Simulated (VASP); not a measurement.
# GaSb (F-43m) in VASP: further runs, part 2 of 3

VASP 6.6.1. The steps go on from the part before.

### Step 3. Single point, r2SCAN50

This run uses another cell than the first one, of 27.48 Å³/atom, 0.980 times its volume.

The input, POSCAR:

```
GaSb
1.0
    0.0000000000      3.0176570942      3.0176570942
    3.0176570942      0.0000000000      3.0176570942
    3.0176570942      3.0176570942      0.0000000000
Sb Ga
1 1
Direct
    0.7500000000      0.7500000000      0.7500000000
    0.0000000000      0.0000000000      0.0000000000
```

The input, INCAR.step1:

```
PREC = Accurate
ENCUT = 520
EDIFF = 1E-5
ISMEAR = -1
SIGMA = 0.05
LREAL = False
LASPH = True
NELM = 100
ALGO = Normal
ISIF = 2
LWAVE = True
GGA = PE
NBANDS = 16
```

The input, INCAR.step2:

```
PREC = Accurate
ENCUT = 520
EDIFF = 1E-6
ISMEAR = -1
SIGMA = 0.05
LREAL = False
LASPH = True
NELM = 100
ALGO = Normal
ISIF = 2
LWAVE = False
LCHARG = True
METAGGA = R2SCAN
LHFCALC = True
AEXX = 0.5
LMIXTAU = True
PRECFOCK = Normal
HFRCUT = -1
LELF = True
LVHAR = True
ISTART = 1
NBANDS = 16
```

The input, KPOINTS:

```
regular mesh
0
Gamma
  4 4 4
```

Potentials or basis: VASP PAW PBE potentials, release 64 (Sb, Ga_d).

Started as:

```sh
cat potpaw_PBE.64/Sb/POTCAR potpaw_PBE.64/Ga_d/POTCAR > POTCAR
cp INCAR.step1 INCAR
mpirun -np 1 vasp_std > vasp.out
cp INCAR.step2 INCAR
mpirun -np 1 vasp_std > vasp.out
```

Wall time 6.4 min (1 thread of Intel Xeon Platinum 8488C (Sapphire Rapids), shared host); peak memory 0.2 GiB.

The run converged. Its results:

| Property | Result |
| --- | --- |
| Free energy | -28.6600 eV |
| Pressure | -1.4 GPa |
| Band gap on the k mesh | 3.52 eV, indirect (least direct gap 3.80 eV) |

Levels at points of the mesh, in eV from the valence-band top:
```
           k point  band 5  band 6  band 7  band 8  band 9  band 10  band 11  band 12  band 13  band 14
(0.00, 0.00, 0.00)  -20.61  -14.09    0.00    0.00    0.00     3.80     5.80     5.80     5.80     9.37
(0.50, 0.00, 0.00)  -20.61  -11.93   -7.80   -1.44   -1.44     3.52     6.88     6.88     9.85    13.47
(0.50, 0.50, 0.00)  -20.61  -10.80   -8.28   -3.25   -3.25     3.64     3.95    13.19    13.19    14.63
```

Caveat: the k mesh is coarse (spacing up to 0.45 Å⁻¹), so the values aren't converged, least of all with exact exchange; the PAW data sets were made with another functional, which shifts forces and pressure a little; spin-orbit coupling is left out, which moves the levels of the heavy elements.

### Step 4. Single point, LDA

This run uses another cell than the first one, of 27.68 Å³/atom, 0.987 times its volume.

The input, INCAR:

```
SYSTEM = GaSb
PREC = Accurate
ENCUT = 520
EDIFF = 1E-6
ISMEAR = -1
SIGMA = 0.05
LREAL = .FALSE.
LASPH = .TRUE.
NELM = 80
ALGO = Normal
ISIF = 2
LWAVE = .FALSE.
LCHARG = .FALSE.
GGA = CA
NBANDS = 16
```

The input, KPOINTS:

```
Automatic mesh
0
G
  8 8 8
  0 0 0
```

The input, POSCAR:

```
GaSb
1.0
    0.0000000000      3.0249851359      3.0249851359
    3.0249851359      0.0000000000      3.0249851359
    3.0249851359      3.0249851359      0.0000000000
Sb Ga
1 1
Direct
    0.7500000000      0.7500000000      0.7500000000
    0.0000000000      0.0000000000      0.0000000000
```

Potentials or basis: VASP PAW LDA potentials, release 64 (Sb, Ga_d).

Started as:

```sh
cat potpaw_LDA.64/Sb/POTCAR potpaw_LDA.64/Ga_d/POTCAR > POTCAR
mpirun -np 1 vasp_std > vasp.out
```

OUTCAR:

```text
SYSTEM = GaSb
   PREC = Accurate
   ENCUT = 520
   EDIFF = 1E-6
   ISMEAR = -1
   LREAL = .FALSE.
   LASPH = .TRUE.
   NELM = 80
   ISIF = 2
   GGA = CA

 ion  position               nearest neighbor table
   1  0.750  0.750  0.750-   2 2.62   2 2.62   2 2.62   2 2.62
   2  0.000  0.000  0.000-   1 2.62   1 2.62   1 2.62   1 2.62

  LATTYP: Found a face centered cubic cell.
 ALAT       =     6.0499702718

  Lattice vectors:

[... 642 lines left out ...]

------------------------ aborting loop because EDIFF is reached ----------------------------------------

  FORCE on cell =-STRESS in cart. coord.  units (eV):
  Direction    XX          YY          ZZ          XY          YZ          ZX
  --------------------------------------------------------------------------------------
  -------------------------------------------------------------------------------------
  Total        0.0540568      0.0540568      0.0540568      0.0000000      0.0000000      0.0000000
  in kB        1.5644491      1.5644491      1.5644491      0.0000000      0.0000000      0.0000000
  external PRESSURE =       1.5644491 kB  Pullay stress =       0.0000000 kB

 VOLUME and BASIS-vectors are now :
 -----------------------------------------------------------------------------
  energy-cutoff  :      520.00
  volume of cell :       55.36
      direct lattice vectors                 reciprocal lattice vectors
     0.000000000  3.024985136  3.024985136    -0.165290068  0.165290068  0.165290068
     3.024985136  0.000000000  3.024985136     0.165290068 -0.165290068  0.165290068
     3.024985136  3.024985136  0.000000000     0.165290068  0.165290068 -0.165290068

 POSITION                                       TOTAL-FORCE (eV/Angst)
 -----------------------------------------------------------------------------------
      4.53748      4.53748      4.53748         0.000000     -0.000000     -0.000000
      0.00000      0.00000      0.00000         0.000000      0.000000      0.000000
 -----------------------------------------------------------------------------------
    total drift:                               -0.000000     -0.000000     -0.000001

  FREE ENERGIE OF THE ION-ELECTRON SYSTEM (eV)
  ---------------------------------------------------
  free  energy   TOTEN  =        -8.6666402937 eV

  energy  without entropy=       -8.6662279638  energy(sigma->0) =       -8.66643413
```

OSZICAR:

```text
N       E                     dE             d eps       ncg     rms          rms(c)
DAV:   1     0.841362199325E+02    0.84136E+02   -0.85806E+03   928   0.142E+03
DAV:   2    -0.208356487871E+01   -0.86220E+02   -0.83284E+02  1088   0.302E+02
DAV:   3    -0.867690413197E+01   -0.65933E+01   -0.65796E+01  1096   0.672E+01
DAV:   4    -0.879387759741E+01   -0.11697E+00   -0.11696E+00  1216   0.100E+01
DAV:   5    -0.879645275038E+01   -0.25752E-02   -0.25751E-02  1144   0.131E+00    0.343E+00
DAV:   6    -0.870409942023E+01    0.92353E-01   -0.73026E-02  1384   0.423E+00    0.200E+00
DAV:   7    -0.866681244001E+01    0.37287E-01   -0.52020E-02  1088   0.175E+00    0.297E-01
DAV:   8    -0.866656585632E+01    0.24658E-03   -0.47562E-03  1104   0.800E-01    0.106E-01
DAV:   9    -0.866664686706E+01   -0.81011E-04   -0.34578E-04  1160   0.157E-01    0.419E-02
DAV:  10    -0.866663838037E+01    0.84867E-05   -0.18010E-05  1224   0.350E-02    0.141E-02
DAV:  11    -0.866664032930E+01   -0.19489E-05   -0.44420E-06  1072   0.192E-02    0.574E-03
DAV:  12    -0.866664029373E+01    0.35573E-07   -0.21784E-07   736   0.349E-03
   1 F= -.86666403E+01 E0= -.86664341E+01  d E =-.412330E-03
```

stdout:

```text
POSCAR found type information on POSCAR SbGa
 POSCAR found :  2 types and       2 ions
 scaLAPACK will be used
 LDA part: xc-table for (Slater(with rela. corr.)+CA(PZ))
 , standard interpolation
 POSCAR, INCAR and KPOINTS ok, starting setup
 FFT: planning ... GRIDC
 FFT: planning ... GRID_SOFT
 FFT: planning ... GRID
 WAVECAR not read
 entering main loop
```

Run time: 8.1 s. Hardware: 1 thread of Intel Xeon 6975P-C (Granite Rapids), shared host; peak memory 0.16 GiB.

What came out:

| Item | Value |
| --- | --- |
| Free energy | -8.6666 eV |
| Pressure | 0.2 GPa |
| Band gap on the k mesh | 0.12 eV, direct |

Caveat: spin-orbit coupling is left out, which moves the levels of the heavy elements.

(Part 2 of 3 ends here.)
